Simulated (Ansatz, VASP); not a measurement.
# Two plane-wave programs on GaN

```
Ga N
1.0
     3.18693    0.00000    0.00000
     1.59347    2.75996    0.00000
     1.59347    0.91999    2.60212
Ga N
1 1
Direct
  0.00000 0.00000 0.00000
  0.75000 0.75000 0.75000
```

The cell is a database's computed one.

Alike in both runs: task single point; functional PBE; k mesh 8 × 8 × 8; no spin polarisation.

|  | VASP | Ansatz |
| --- | --- | --- |
| version | VASP 6.6.1 | Ansatz 0.2.0 |
| potentials or method | VASP PAW PBE potentials, release 64 (Ga_d, N) | plane waves, PAW |
| plane-wave cutoff (eV) | 520 | 450 |
| occupations | methfessel-paxton of order 1, width 0.02 eV | cold, width 0.02 eV |
| valence electrons in the cell | 18 | 18 |

```tsv
	VASP	Ansatz	Ansatz less VASP
gap on the k mesh at the Fermi level (eV)	1.72	1.72	-0.006
```
